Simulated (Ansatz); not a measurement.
Pd under changes of volume

One of the cells (14.750 Å³/atom); the others are scaled copies at fixed shape and fractional positions:

```
CELL_PARAMETERS angstrom
0.00000 1.94650 1.94650
1.94650 0.00000 1.94650
1.94650 1.94650 0.00000
ATOMIC_POSITIONS crystal
Pd 0.00000 0.00000 0.00000
```

```yaml
Program: Ansatz 0.2.0
Functional: PBEsol
Potentials_or_basis: Ansatz PAW
Cutoff: "420 eV (not typed: the program's choice for these potentials)"
k_mesh: 12 × 12 × 12
Occupations: fermi-dirac, width 0.05 eV
Spin: spin-orbit coupling, no magnetisation
```

```tsv
volume (Å³/atom)	energy over the lowest point (meV/atom)	pressure (GPa)
13.865	21.33	11.1
14.160	6.13	5.8
14.455	0.00	1.2
14.750	1.80	-2.8
15.045	?	?
15.340	25.26	-9.4
15.635	45.28	-12.1
```

Q: What does the run at 15.045 Å³/atom give?

A: Energy over the lowest point 10.52 meV/atom; pressure -6.3 GPa.

Worked out: A Birch-Murnaghan fit of order 3 (a polynomial in V^(-2/3)) to the other rows has its minimum at 14.53 Å³/atom with B0 = V·E''(V) = 204 GPa and B' = 5.7. It gives 10.51 meV/atom at 15.045 Å³/atom, against the run's 10.52, and -dE/dV = -6.4 GPa, against -6.3.

Energies are extrapolated to zero smearing.

Caveats: the PAW data sets come from PBE, with cores solved anew for the run's functional, which leaves a small shift of forces and pressure.
